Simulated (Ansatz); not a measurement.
**NaI: computed DOS**

```cif
data_structure
_symmetry_space_group_name_H-M 'F-43m'
_symmetry_Int_Tables_number 216
_cell_length_a 7.1628
_cell_length_b 7.1628
_cell_length_c 7.1628
_cell_angle_alpha 90.000
_cell_angle_beta 90.000
_cell_angle_gamma 90.000
_cell_volume 367.49
loop_
_atom_site_label
_atom_site_type_symbol
_atom_site_symmetry_multiplicity
_atom_site_Wyckoff_symbol
_atom_site_fract_x
_atom_site_fract_y
_atom_site_fract_z
_atom_site_occupancy
Na1 Na 4 a 0.00000 0.00000 0.00000 1
I1 I 4 d 0.25000 0.25000 0.75000 1
```

The runs use the primitive cell with vectors (0.000, 3.581, 3.581), (3.581, 0.000, 3.581), (3.581, 3.581, 0.000) Å, to which the k mesh refers.

The structure comes from a relaxation in the same program, started in the zincblende type, and has space group F-43m. Whether it is a known phase or the ground state wasn't checked.

No spin–orbit coupling, which matters for the heavy atoms here.

Method: Ansatz 0.2.0, DFT, PBE, all-electron LAPW, scalar-relativistic.

Numerical set-up: a Γ-centred 10×10×10 k mesh, Fermi–Dirac smearing of 0.05 eV, basis error target 1 meV/atom, no spin polarisation.

States per eV and cell, averaged over 0.6 eV, from -1.6 to 6.0 eV, with energies (bin centres) from the valence-band top; empty bins are left out. The partial columns, the largest 3 alone, are projections on Löwdin-orthogonalised atomic shells (those that the program's projection atoms carry: the occupied ones and, for some elements, an empty d or f shell; other empty shells have no column), summed over atoms of an element. Weights on diffuse s and p shells depend on that basis and aren't pure angular character.

```tsv
E (eV)	total	I 5p	Na 3s	I 5s
-1.4	0.05	0.04	0.01	0.00
-0.8	4.03	3.62	0.37	0.01
-0.2	5.92	5.84	0.03	0.00
4.0	0.06	0.00	0.05	0.01
4.6	0.23	0.02	0.17	0.03
5.2	0.86	0.07	0.48	0.05
5.8	1.84	0.10	0.66	0.04
```

Problem. Which of the resolved shells contributes most in the top eV of the valence band?

Solution. I 5p, with 97 % of all states there; Na 3s follows with 2 %.
